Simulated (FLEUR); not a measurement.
# PbO2 (Fm-3m) in FLEUR: convergence with Kmax

Aim: find how far Kmax must go before the results for PbO2 settle, at PBEsol. This setting moves, with any that are tied to it; all else stays.

Everything below comes from runs of FLEUR MaX-R8.1 (later development tree). Logs are shortened: lines on timing, memory, paths and dates and some standing lists are left out, and cuts for length are marked.

## (1) The structure

It takes space group Fm-3m (No. 225, cubic). Conventional cell: a = 5.404 Å, b = 5.404 Å, c = 5.404 Å, α = 90.00°, β = 90.00°, γ = 90.00°. Pb (site symmetry m-3m) has 8 O at 2.34 Å as nearest neighbours. Around O (site symmetry -43m) lie 4 Pb at 2.34 Å.

The cell comes from a database or a generator and needn't be the stable form of this composition.

## (2) With Kmax 2.6

Input file inp.xml:

```xml
<?xml version="1.0" encoding="UTF-8" standalone="no"?>
<fleurInput fleurInputVersion="0.39">
   <comment>
      PbO2                                                                                                
   </comment>
   <calculationSetup>
      <cutoffs Kmax="2.6" Gmax="16.5" GmaxXC="16.5" numbands="0"/>
      <scfLoop itmax="60" minDistance="0.00001" maxIterBroyd="15" imix="Anderson" alpha="0.05" precondParam="0.0" spinf="2.0" sdNocoIR="T"/>
      <coreElectrons ctail="T" frcor="F" kcrel="0" coretail_lmax="0"/>
      <xcFunctional name="PBEs" relativisticCorrections="F"/>
      <magnetism jspins="1"/>
      <soc l_soc="F" theta="0.0" phi="0.0" spav="F"/>
      <expertModes spex="0" secvar="F"/>
      <geometryOptimization l_f="T" forcealpha="1.0" forcemix="BFGS" epsdisp="0.0005" epsforce="0.0002"/>
      <ldaU l_linMix="F" mixParam="0.05" spinf="1.0"/>
   </calculationSetup>
   <cell>
      <bzIntegration valenceElectrons="32.0" mode="hist" fermiSmearingEnergy="0.00183747">
         <kPointListSelection listName="default-1"/>
         <!-- k-points included here -->
         <xi:include xmlns:xi="http://www.w3.org/2001/XInclude" href="kpts.xml"> </xi:include>
      </bzIntegration>
      <!-- symmetry operations included here -->
      <xi:include xmlns:xi="http://www.w3.org/2001/XInclude" href="sym.xml"> </xi:include>
      <bulkLattice scale="1.0">
         <bravaisMatrix>
            <row-1>    0.0000000000000000     5.1060248708602032     5.1060248708602032</row-1>
            <row-2>    5.1060248708602032     0.0000000000000000     5.1060248708602032</row-2>
            <row-3>    5.1060248708602032     5.1060248708602032     0.0000000000000000</row-3>
         </bravaisMatrix>
      </bulkLattice>
   </cell>
   <atomSpecies>
      <species name="Lead (Pb)" element="Pb" atomicNumber="82">
         <mtSphere radius="2.46" gridPoints="819" logIncrement="0.016"/>
         <atomicCutoffs lmax="10" lnonsphr="10"/>
         <electronConfig flipSpins="F">
            <coreConfig>(1s1/2) (2s1/2) (2p1/2) (2p3/2) (3s1/2) (3p1/2) (3p3/2) (4s1/2) (3d3/2) (3d5/2) (4p1/2) (4p3/2) (4d3/2) (4d5/2) (4f5/2) (4f7/2) (5s1/2)</coreConfig>
            <valenceConfig>(5p1/2) (5p3/2) (6s1/2) (5d3/2) (5d5/2) (6p1/2) (6p3/2)</valenceConfig>
            <stateOccupation state="(6p1/2)" spinUp="0.333333" spinDown="0.333333"/>
            <stateOccupation state="(6p3/2)" spinUp="0.666667" spinDown="0.666667"/>
         </electronConfig>
         <energyParameters s="6" p="6" d="5" f="5"/>
         <lo type="SCLO" l="1" n="5" eDeriv="0"/>
         <lo type="SCLO" l="1" n="5" eDeriv="1"/>
         <lo type="SCLO" l="0" n="6" eDeriv="2"/>
         <lo type="SCLO" l="2" n="5" eDeriv="2"/>
         <lo type="SCLO" l="3" n="5" eDeriv="2"/>
      </species>
      <species name="Oxygen (O)" element="O" atomicNumber="8">
         <mtSphere radius="1.6" gridPoints="533" logIncrement="0.02"/>
         <atomicCutoffs lmax="8" lnonsphr="8"/>
         <electronConfig flipSpins="F">
            <coreConfig>(1s1/2)</coreConfig>
            <valenceConfig>(2s1/2) (2p1/2) (2p3/2)</valenceConfig>
            <stateOccupation state="(2p1/2)" spinUp="0.666667" spinDown="0.666667"/>
            <stateOccupation state="(2p3/2)" spinUp="1.333333" spinDown="1.333333"/>
         </electronConfig>
         <energyParameters s="2" p="2" d="3" f="4"/>
         <lo type="SCLO" l="0" n="2" eDeriv="2"/>
         <lo type="SCLO" l="1" n="2" eDeriv="2"/>
         <lo type="SCLO" l="2" n="3" eDeriv="2"/>
      </species>
   </atomSpecies>
   <atomGroups>
      <atomGroup species="Lead (Pb)">
         <relPos label="                   1">.0000000000 .0000000000 .0000000000</relPos>
         <force calculate="T" relaxXYZ="TTT"/>
      </atomGroup>
      <atomGroup species="Oxygen (O)">
         <relPos label="                   2">-1.000/4.000 -1.000/4.000 -1.000/4.000</relPos>
         <relPos label="                   3">1.000/4.000 1.000/4.000 1.000/4.000</relPos>
         <force calculate="T" relaxXYZ="TTT"/>
      </atomGroup>
   </atomGroups>
   <output dos="F" band="F" slice="F">
      <checks vchk="F" cdinf="F"/>
      <bandDOS minEnergy="-.5*Htr" maxEnergy="0.5*Htr" sigma="0.015" storeEVData="T"/>
      <vacuumDOS vacdos="F" integ="F" star="F" nstars="0" locx1="0.0" locy1="0.0" locx2="0.0" locy2="0.0" nstm="0" tworkf="0.0"/>
      <unfoldingBand unfoldBand="F" supercellX="1" supercellY="1" supercellZ="1"/>
      <plotting iplot="0" polar="F">
         <plot TwoD="T" vec1="  1.0  0.0  0.0" vec2="  0.0  1.0  0.0" vec3="  0.0  0.0  1.0" zero="  0.0  0.0  0.0" file="plot"/>
      </plotting>
      <chargeDensitySlicing numkpt="0" minEigenval="0.0" maxEigenval="0.0" nnne="0" pallst="F"/>
      <specialOutput eonly="F"/>
      <moessbauerParams electricFieldGradient="T" isomerShift="T" coreHyperfine="T" valenceHyperfine="T"/>
      <magneticCircularDichroism mcd="F" energyLo="-10.0" energyUp="0.0"/>
   </output>
  <!-- We include the file relax.xml here to enable relaxations (see documentation) -->
  <xi:include xmlns:xi="http://www.w3.org/2001/XInclude" href="relax.xml"> <xi:fallback/> </xi:include>
</fleurInput>
```

Input file crystal.txt:

```
PbO2
&input cartesian=F /
0.0000000000  2.7019920000  2.7019920000
2.7019920000  0.0000000000  2.7019920000
2.7019920000  2.7019920000  0.0000000000
1.8897261246
1.0 1.0 1.0

3
82 0.0000000000  0.0000000000  0.0000000000
8 0.7500000000  0.7500000000  0.7500000000
8 0.2500000000  0.2500000000  0.2500000000

&kpt div1=7 div2=7 div3=7 gamma=T /
```

Potentials or basis: all-electron, FLAPW.

Started as:

```sh
$ inpgen -f crystal.txt -profile fastHighL
$ # inp.xml edited to the form shown
$ fleur_MPI
```

The log of the run:

```text
Welcome to FLEUR        (www.flapw.de)
      MaX-Release 8.1          (www.max-centre.eu)

 ========== k-point set info ==========
 Selected k-point list: default-1
 k-point list type: mesh
 7 x 7 x 7
 Number of k points: 20

 ------------Calculation Setup---------------------------
 Number of MPI-tasks      :            1
 Number of PE/node        :            1
 Number of OMP-threads    :            1
 Most efficient MPI parallelization for:
           1           2           4           5          10          20
 Additional eigenvalue parallelization possible
 Number of basis functions:          190
 Approximate size of matrices (H+S) per k-point:         0.001 GB
 --------------------------------------------------------
 Iteration:     1   Distance:      21.46833012 me/bohr^3
 Iteration:     2   Distance:      19.07873378 me/bohr^3
 Iteration:     3   Distance:       9.63039095 me/bohr^3
 Iteration:     4   Distance:       2.40329964 me/bohr^3
 Iteration:     5   Distance:       1.42125841 me/bohr^3
 Iteration:     6   Distance:       0.35531004 me/bohr^3
 Iteration:     7   Distance:       0.36014359 me/bohr^3
 Iteration:     8   Distance:       0.04942266 me/bohr^3
 Iteration:     9   Distance:       0.05398133 me/bohr^3
 Iteration:    10   Distance:       0.02569549 me/bohr^3
 Iteration:    11   Distance:       0.00164038 me/bohr^3
 Iteration:    12   Distance:       0.00206197 me/bohr^3
 Iteration:    13   Distance:       0.00023482 me/bohr^3
 Iteration:    14   Distance:       0.00008118 me/bohr^3
 Iteration:    15   Distance:       0.00000912 me/bohr^3

 ********************************************************************
 Run finished successfully
 Stop message:
   Structural relaxation: Done
 ********************************************************************
```

out.xml (last iteration):

```text
<iteration numberForCurrentRun="   16" overallNumber="   16">
         <energyParameters units="Htr">
            <atomicEP atomType="1" spin="1" branch="6s" branchLowest="-4.83" branchHighest="0.87" value="-0.0766534000"/>
            <atomicEP atomType="1" spin="1" branch="6p" branchLowest="-2.69" branchHighest="1.85" value="0.1688221317"/>
            <atomicEP atomType="1" spin="1" branch="5d" branchLowest="-14.27" branchHighest="-0.22" value="-0.3013413386"/>
            <atomicEP atomType="1" spin="1" branch="5f" branchLowest="-4.42" branchHighest="2.09" value="0.4907866447"/>
            <loAtomicEP atomType="1" spin="1" branch="5p" branchLowest="-23.19" branchHighest="-2.69" value="-2.7603872902"/>
            <loAtomicEP atomType="1" spin="1" branch="5p" branchLowest="-23.19" branchHighest="-2.69" value="-2.7603872902"/>
            <loAtomicEP atomType="1" spin="1" branch="6s" branchLowest="-4.83" branchHighest="0.87" value="-0.0766534000"/>
            <loAtomicEP atomType="1" spin="1" branch="5d" branchLowest="-14.27" branchHighest="-0.22" value="-0.3324504232"/>
            <loAtomicEP atomType="1" spin="1" branch="5f" branchLowest="-4.42" branchHighest="2.09" value="0.4907779121"/>
            <atomicEP atomType="2" spin="1" branch="2s" branchLowest="-18.28" branchHighest="0.32" value="-0.4346893953"/>
            <atomicEP atomType="2" spin="1" branch="2p" branchLowest="-9.99" branchHighest="0.82" value="0.0611908472"/>
            <atomicEP atomType="2" spin="1" branch="3d" branchLowest="-9.99" branchHighest="4.72" value="0.4148627601"/>
            <atomicEP atomType="2" spin="1" branch="4f" branchLowest="-9.99" branchHighest="8.20" value="0.5755221648"/>
            <loAtomicEP atomType="2" spin="1" branch="2s" branchLowest="-18.28" branchHighest="0.32" value="-0.4346893953"/>
[... 98 lines left out ...]
            </sumOfEigenvalues>
            <densityCoulombPotentialIntegral value="-36989.0562721139"/>
            <densityEffectivePotentialIntegral value="-37517.3099367243"/>
            <chargeDenXCDenIntegral value="-401.1914647626"/>
            <FockExchangeEnergyValence value="0.0000000000"/>
            <FockExchangeEnergyCore value="0.0000000000"/>
            <atomTypeDependentContributions atomType="1">
               <electronNucleiInteractionDifferentMTs value="26449.9118605715"/>
               <MadelungTerm value="-52.4063998162"/>
            </atomTypeDependentContributions>
            <atomTypeDependentContributions atomType="2">
               <electronNucleiInteractionDifferentMTs value="174.3307164042"/>
               <MadelungTerm value="-7.8744022147"/>
            </atomTypeDependentContributions>
            <tkbTimesEntropy value="0.0002498713"/>
            <freeEnergy value="-21072.1999494378"/>
            <extrapolationTo0K value="-21072.1998245022"/>
         </totalEnergy>
         <totalForcesOnRepresentativeAtoms units="Htr/bohr">
            <forceTotal atomType="1" x="0.000000" y="0.000000" z="0.000000" F_x="0.00000000" F_y="0.00000000" F_z="0.00000000"/>
            <forceTotal atomType="2" x="-2.553012" y="-2.553012" z="-2.553012" F_x="0.00000000" F_y="0.00000000" F_z="0.00000000"/>
         </totalForcesOnRepresentativeAtoms>
      </iteration>
```

Wall time 39 s (1 thread of Arm Neoverse N1, shared host); peak memory 0.07 GiB.

Results:

* Free energy: -573403.7719 eV
* Band gap on the k mesh: none (metal or under the smearing width)
* Valence electrons inside the program's atomic spheres: Pb 17.30; O 4.83 (radii Pb 2.46, O 1.6 bohr)

## (3) With Kmax 3

Changes to inp.xml since step 2:

```diff
@@ -6,3 +6,3 @@
    <calculationSetup>
-      <cutoffs Kmax="2.6" Gmax="16.5" GmaxXC="16.5" numbands="0"/>
+      <cutoffs Kmax="3.0" Gmax="16.5" GmaxXC="16.5" numbands="0"/>
       <scfLoop itmax="60" minDistance="0.00001" maxIterBroyd="15" imix="Anderson" alpha="0.05" precondParam="0.0" spinf="2.0" sdNocoIR="T"/>
```

crystal.txt is that of step 2.

Potentials or basis: all-electron, FLAPW.

Started as:

```sh
$ inpgen -f crystal.txt -profile fastHighL
$ # inp.xml edited to the form shown
$ fleur_MPI
```

Run time: 48 s. Hardware: 1 thread of Arm Neoverse N1, shared host; peak memory 0.07 GiB.

What came out:

```yaml
Free_energy: -573411.4404 eV
Band_gap_on_the_k_mesh: none (metal or under the smearing width)
Valence_electrons_inside_the_program's_atomic_spheres: Pb 17.36; O 4.95 (radii Pb 2.46, O 1.6 bohr)
```

## (4) With Kmax 3.4

Changes to inp.xml since step 3:

```diff
@@ -6,3 +6,3 @@
    <calculationSetup>
-      <cutoffs Kmax="3.0" Gmax="16.5" GmaxXC="16.5" numbands="0"/>
+      <cutoffs Kmax="3.4" Gmax="16.5" GmaxXC="16.5" numbands="0"/>
       <scfLoop itmax="60" minDistance="0.00001" maxIterBroyd="15" imix="Anderson" alpha="0.05" precondParam="0.0" spinf="2.0" sdNocoIR="T"/>
```

crystal.txt is that of step 3.

Started as:

```sh
$ inpgen -f crystal.txt -profile fastHighL
$ # inp.xml edited to the form shown
$ fleur_MPI
```

Wall time 48 s (1 thread of Arm Neoverse N1, shared host); peak memory 0.07 GiB.

What came out:

- Free energy: -573414.1652 eV
- Band gap on the k mesh: none (metal or under the smearing width)
- Valence electrons inside the program's atomic spheres: Pb 17.37; O 5.01 (radii Pb 2.46, O 1.6 bohr)

## (5) With Kmax 3.8

Changes to inp.xml since step 4:

```diff
@@ -6,3 +6,3 @@
    <calculationSetup>
-      <cutoffs Kmax="3.4" Gmax="16.5" GmaxXC="16.5" numbands="0"/>
+      <cutoffs Kmax="3.8" Gmax="16.5" GmaxXC="16.5" numbands="0"/>
       <scfLoop itmax="60" minDistance="0.00001" maxIterBroyd="15" imix="Anderson" alpha="0.05" precondParam="0.0" spinf="2.0" sdNocoIR="T"/>
```

crystal.txt is that of step 4.

Started as:

```sh
$ inpgen -f crystal.txt -profile fastHighL
$ # inp.xml edited to the form shown
$ fleur_MPI
```

Wall time 58 s (1 thread of Arm Neoverse N1, shared host); peak memory 0.07 GiB.

Results:

```
Free energy                                           : -573415.1514 eV
Band gap on the k mesh                                : none (metal or under the smearing width)
Valence electrons inside the program's atomic spheres : Pb 17.38; O 5.04 (radii Pb 2.46, O 1.6 bohr)
```

## (6) With Kmax 4.2

Changes to inp.xml since step 5:

```diff
@@ -6,3 +6,3 @@
    <calculationSetup>
-      <cutoffs Kmax="3.8" Gmax="16.5" GmaxXC="16.5" numbands="0"/>
+      <cutoffs Kmax="4.2" Gmax="16.5" GmaxXC="16.5" numbands="0"/>
       <scfLoop itmax="60" minDistance="0.00001" maxIterBroyd="15" imix="Anderson" alpha="0.05" precondParam="0.0" spinf="2.0" sdNocoIR="T"/>
```

crystal.txt is that of step 5.

Potentials or basis: all-electron, FLAPW.

Started as:

```sh
$ inpgen -f crystal.txt -profile fastHighL
$ # inp.xml edited to the form shown
$ fleur_MPI
```

Wall time 70 s (1 thread of Arm Neoverse N1, shared host); peak memory 0.07 GiB.

What came out:

| Property | Result |
| --- | --- |
| Free energy | -573415.4880 eV |
| Band gap on the k mesh | none (metal or under the smearing width) |
| Valence electrons inside the program's atomic spheres | Pb 17.38; O 5.05 (radii Pb 2.46, O 1.6 bohr) |

## (7) With Kmax 4.6

Changes to inp.xml since step 6:

```diff
@@ -6,3 +6,3 @@
    <calculationSetup>
-      <cutoffs Kmax="4.2" Gmax="16.5" GmaxXC="16.5" numbands="0"/>
+      <cutoffs Kmax="4.6" Gmax="16.5" GmaxXC="16.5" numbands="0"/>
       <scfLoop itmax="60" minDistance="0.00001" maxIterBroyd="15" imix="Anderson" alpha="0.05" precondParam="0.0" spinf="2.0" sdNocoIR="T"/>
```

crystal.txt is that of step 6.

Started as:

```sh
$ inpgen -f crystal.txt -profile fastHighL
$ # inp.xml edited to the form shown
$ fleur_MPI
```

It took 87 s on 1 thread of Arm Neoverse N1, shared host; peak memory 0.07 GiB.

What came out:

* Free energy: -573415.5904 eV
* Band gap on the k mesh: none (metal or under the smearing width)
* Valence electrons inside the program's atomic spheres: Pb 17.38; O 5.05 (radii Pb 2.46, O 1.6 bohr)

## (8) With Kmax 5

Changes to inp.xml since step 7:

```diff
@@ -6,3 +6,3 @@
    <calculationSetup>
-      <cutoffs Kmax="4.6" Gmax="16.5" GmaxXC="16.5" numbands="0"/>
+      <cutoffs Kmax="5.0" Gmax="16.5" GmaxXC="16.5" numbands="0"/>
       <scfLoop itmax="60" minDistance="0.00001" maxIterBroyd="15" imix="Anderson" alpha="0.05" precondParam="0.0" spinf="2.0" sdNocoIR="T"/>
```

crystal.txt is that of step 7.

Started as:

```sh
$ inpgen -f crystal.txt -profile fastHighL
$ # inp.xml edited to the form shown
$ fleur_MPI
```

It took 1.9 min on 1 thread of Arm Neoverse N1, shared host; peak memory 0.07 GiB.

Results:

| Item | Value |
| --- | --- |
| Free energy | -573415.6225 eV |
| Band gap on the k mesh | none (metal or under the smearing width) |
| Valence electrons inside the program's atomic spheres | Pb 17.38; O 5.05 (radii Pb 2.46, O 1.6 bohr) |

## (9) With Kmax 5.5

Changes to inp.xml since step 8:

```diff
@@ -6,3 +6,3 @@
    <calculationSetup>
-      <cutoffs Kmax="5.0" Gmax="16.5" GmaxXC="16.5" numbands="0"/>
+      <cutoffs Kmax="5.5" Gmax="16.5" GmaxXC="16.5" numbands="0"/>
       <scfLoop itmax="60" minDistance="0.00001" maxIterBroyd="15" imix="Anderson" alpha="0.05" precondParam="0.0" spinf="2.0" sdNocoIR="T"/>
```

crystal.txt is that of step 8.

Potentials or basis: all-electron, FLAPW.

Started as:

```sh
$ inpgen -f crystal.txt -profile fastHighL
$ # inp.xml edited to the form shown
$ fleur_MPI
```

It took 2.9 min on 1 thread of Arm Neoverse N1, shared host; peak memory 0.08 GiB.

Results:

```yaml
Free_energy: -573415.6338 eV
Band_gap_on_the_k_mesh: none (metal or under the smearing width)
Valence_electrons_inside_the_program's_atomic_spheres: Pb 17.38; O 5.05 (radii Pb 2.46, O 1.6 bohr)
```

## (10) The series at a glance

```csv
Kmax,"energy less the tightest run, at zero smearing (meV/atom)",SCF cycles,CPU time (s),peak memory (GiB)
2.6,3954.08,16,39,0.07
3,1398.35,18,48,0.07
3.4,489.55,16,48,0.07
3.8,160.84,16,58,0.07
4.2,48.61,16,70,0.07
4.6,14.48,16,87,0.07
5,3.77,16,110,0.07
5.5,0.00,16,170,0.08
```

Not settled before the last step: the energy (to 1 meV/atom). The tightest run that finished is the yardstick and may itself not be fully converged.
